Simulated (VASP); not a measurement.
Method: PBE GGA, VASP's PBE PAW potentials (set 64) (plane waves; VASP 6.6.1).

Input for VASP

INCAR:
```
SYSTEM = AlSb
PREC = Accurate; ENCUT = 520; LREAL = .FALSE.
LASPH = .TRUE.
EDIFF = 1E-6; NELM = 100; ALGO = Normal
LMAXMIX = 4
ISMEAR = 0; SIGMA = 0.05
GGA = PE
IBRION = 2; NSW = 60; ISIF = 3
EDIFFG = -0.01
LWAVE = .FALSE.; LCHARG = .FALSE.
```

**KPOINTS**
```
Automatic mesh
0
Gamma
7 7 7
0 0 0
```

POSCAR:
```
AlSb
1.0
  0.0000000000   3.0700000000   3.0700000000
  3.0700000000   0.0000000000   3.0700000000
  3.0700000000   3.0700000000   0.0000000000
Al Sb
1 1
Direct
  0.0000000000   0.0000000000   0.0000000000
  0.2500000000   0.2500000000   0.2500000000
```

POTCAR, in this order: Al Sb (PBE.64 set). Program: vasp_std.

What VASP printed:

File OSZICAR:
```
       N       E                     dE             d eps       ncg     rms          rms(c)
DAV:   1     0.158713502289E+02    0.15871E+02   -0.26957E+03   320   0.719E+02
DAV:   2    -0.764793507793E+01   -0.23519E+02   -0.23389E+02   400   0.881E+01
DAV:   3    -0.827064006991E+01   -0.62270E+00   -0.62270E+00   416   0.176E+01
DAV:   4    -0.827456358799E+01   -0.39235E-02   -0.39235E-02   472   0.171E+00
DAV:   5    -0.827459346131E+01   -0.29873E-04   -0.29873E-04   432   0.119E-01    0.345E+00
DAV:   6    -0.820989556339E+01    0.64698E-01   -0.87503E-02   376   0.145E+00    0.215E+00
DAV:   7    -0.818909007382E+01    0.20805E-01   -0.91243E-02   352   0.164E+00    0.399E-01
DAV:   8    -0.818988959488E+01   -0.79952E-03   -0.62839E-03   328   0.470E-01    0.105E-01
DAV:   9    -0.819021625986E+01   -0.32666E-03   -0.62687E-04   392   0.167E-01    0.377E-02
DAV:  10    -0.819022399208E+01   -0.77322E-05   -0.21311E-05   464   0.277E-02    0.214E-02
DAV:  11    -0.819024837645E+01   -0.24384E-04   -0.48660E-05   344   0.471E-02    0.167E-03
DAV:  12    -0.819024868461E+01   -0.30816E-06   -0.31765E-07   424   0.460E-03
   1 F= -.81902487E+01 E0= -.81902487E+01  d E =-.819025E+01
       N       E                     dE             d eps       ncg     rms          rms(c)
DAV:   1    -0.824812561830E+01   -0.57877E-01   -0.11310E+00   376   0.547E+00    0.852E-01
DAV:   2    -0.821787574208E+01    0.30250E-01   -0.58658E-02   336   0.140E+00    0.538E-01
DAV:   3    -0.820712170572E+01    0.10754E-01   -0.33221E-02   352   0.841E-01    0.129E-01
DAV:   4    -0.820655352372E+01    0.56818E-03   -0.12150E-03   344   0.231E-01    0.127E-01
DAV:   5    -0.820639993125E+01    0.15359E-03   -0.26979E-04   440   0.915E-02    0.495E-02
DAV:   6    -0.820640674462E+01   -0.68134E-05   -0.13507E-05   368   0.255E-02    0.975E-03
DAV:   7    -0.820640926224E+01   -0.25176E-05   -0.31939E-06   376   0.115E-02    0.604E-03
DAV:   8    -0.820640953216E+01   -0.26993E-06   -0.39499E-07   304   0.421E-03
   2 F= -.82064095E+01 E0= -.82064095E+01  d E =-.161608E-01
       N       E                     dE             d eps       ncg     rms          rms(c)
DAV:   1    -0.821334691905E+01   -0.69377E-02   -0.10273E-01   360   0.167E+00    0.257E-01
DAV:   2    -0.821066267399E+01    0.26842E-02   -0.49777E-03   360   0.406E-01    0.161E-01
DAV:   3    -0.820970843633E+01    0.95424E-03   -0.29584E-03   368   0.251E-01    0.412E-02
DAV:   4    -0.820966493210E+01    0.43504E-04   -0.10328E-04   368   0.686E-02    0.401E-02
DAV:   5    -0.820965390595E+01    0.11026E-04   -0.22743E-05   408   0.267E-02    0.151E-02
DAV:   6    -0.820965447469E+01   -0.56873E-06   -0.10755E-06   344   0.761E-03
   3 F= -.82096545E+01 E0= -.82096545E+01  d E =-.194058E-01
```

### OUTCAR
```
------------------------ aborting loop because EDIFF is reached ----------------------------------------
  FORCE on cell =-STRESS in cart. coord.  units (eV):
  Direction    XX          YY          ZZ          XY          YZ          ZX
  --------------------------------------------------------------------------------------
  Total        0.0022084      0.0022084      0.0022084      0.0000000      0.0000000      0.0000000
  in kB        0.0584734      0.0584734      0.0584734      0.0000000      0.0000000      0.0000000
  external PRESSURE =       0.0584734 kB  Pullay stress =       0.0000000 kB
  volume of cell :       60.51
      direct lattice vectors                 reciprocal lattice vectors
     0.000000000  3.115998811  3.115998811    -0.160462192  0.160462192  0.160462192
     3.115998811  0.000000000  3.115998811     0.160462192 -0.160462192  0.160462192
     3.115998811  3.115998811 -0.000000000     0.160462192  0.160462192 -0.160462192
 POSITION                                       TOTAL-FORCE (eV/Angst)
 -----------------------------------------------------------------------------------
      0.00000      0.00000      0.00000        -0.000000     -0.000000     -0.000000
      1.55800      1.55800      1.55800         0.000000      0.000000      0.000000
 -----------------------------------------------------------------------------------
    total drift:                               -0.000000     -0.000000     -0.000000
  FREE ENERGIE OF THE ION-ELECTRON SYSTEM (eV)
  ---------------------------------------------------
  free  energy   TOTEN  =        -8.2096544747 eV

  energy  without entropy=       -8.2096544747  energy(sigma->0) =       -8.20965447

 reached required accuracy - stopping structural energy minimisation
```
(Selected blocks of OUTCAR.)

### CONTCAR
```
AlSb
   1.00000000000000
     0.0000000000000000    3.1159988105730481    3.1159988105730481
     3.1159988105730481    0.0000000000000000    3.1159988105730481
     3.1159988105730481    3.1159988105730481   -0.0000000000000000
  Al              Sb
     1     1
Direct
     0.0000000000000000    0.0000000000000000    0.0000000000000000
     0.2500000000000000    0.2500000000000000    0.2500000000000000
```

Energy and stress use the plane-wave basis of the starting cell.

The compound is AlSb in the zinc blende structure. This run relaxes it. Symmetry was kept, so distortions that lower it aren't found.
